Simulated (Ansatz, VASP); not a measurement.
Ti in VASP and in Ansatz

```
CELL_PARAMETERS angstrom
-1.60495 1.60495 1.60495
1.60495 -1.60495 1.60495
1.60495 1.60495 -1.60495
ATOMIC_POSITIONS crystal
Ti 0.00000 0.00000 0.00000
```

This isn't the form of Ti at room conditions, which is hcp.

Alike in both runs: task single point; functional PBEsol; k mesh 20 × 20 × 20; occupations gaussian, width 0.15 eV; no spin polarisation.

|  | VASP | Ansatz |
| --- | --- | --- |
| version | VASP 6.6.1 | Ansatz 0.2.0 |
| potentials or method | VASP PAW PBE potentials, release 64 (Ti_sv) | scalar-relativistic, plane waves, PAW |
| plane-wave cutoff (eV) | 520 | 520 |
| valence electrons in the cell | 12 | 12 |

|  | VASP | Ansatz | Ansatz less VASP |
| --- | --- | --- | --- |
| gap on the k mesh at the Fermi level (eV) | none | none | - |
| pressure (GPa) | -0.2 | 0.0 | +0.23 |

A gap of «none» marks a metal or a gap that the smearing closes. With one functional, cell and mesh, what is left measures potentials, basis and numerics. Ansatz warned: «pseudo_functional_mismatch».

Caveats: the PAW data sets were made with another functional, which shifts forces and pressure a little (VASP).
